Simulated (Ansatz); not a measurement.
## ZnS: moving Zn off its site

ZnS, F-43m, a = 5.357 Å. The compound has several low-lying forms, and this is one of them. Ansatz: PBEsol, PAW, 420 eV, Γ-centred 6×6×6 mesh on 8 atoms, Gaussian smearing 0.05 eV; no spin polarisation.

```xyz
8
Lattice="5.3565 0.0000 0.0000 0.0000 -5.3565 0.0000 0.0000 0.0000 -5.3565" Properties=species:S:1:pos:R:3 pbc="T T T"
Zn    0.0000    0.0000    0.0000
Zn    2.6783   -2.6783    0.0000
Zn    2.6783    0.0000   -2.6783
Zn    0.0000   -2.6783   -2.6783
S     4.0174   -4.0174   -4.0174
S     1.3391   -1.3391   -4.0174
S     1.3391   -4.0174   -1.3391
S     4.0174   -1.3391   -1.3391
```

Atom 1 (Zn) moves by x along the unit vector (0.707, -0.707, 0.000), with its periodic images; all else is held. y is the free energy of the cell over the start, F the force along the path summed over the moved atoms. Symmetry makes y even in x.

| x (Å) | y (meV) | F (eV/Å) |
| --- | --- | --- |
| -0.3000 | ? | ? |
| -0.1500 | 81.0 | 1.10 |
| 0.0000 | 0.0 | 0.00 |
| 0.0750 | 20.0 | -0.54 |
| 0.1875 | 127.9 | -1.40 |
| 0.2250 | 186.4 | -1.72 |
| 0.2625 | 257.2 | -2.06 |

Question: Fit y = c2 x² + c4 x⁴ to the energies of the other rows, give the force constant, and predict energy and force of the missing row.

Answer: Least squares on the rows shown. y = 3538.6 x² + 2819.1 x⁴. The force constant is 2 c2 = 7.08 eV/Å² (for all images moving together, not for a lone atom). The force −dy/dx at the missing row is 2.43 eV/Å (computed 2.43). At x = -0.3000 the fit asked for gives 341.3 meV. The run gave 341.3 meV, the same to the digits shown.

Cost: 7 runs of about 4.7 core-minutes in all, on Arm Neoverse V2 (shared hosts).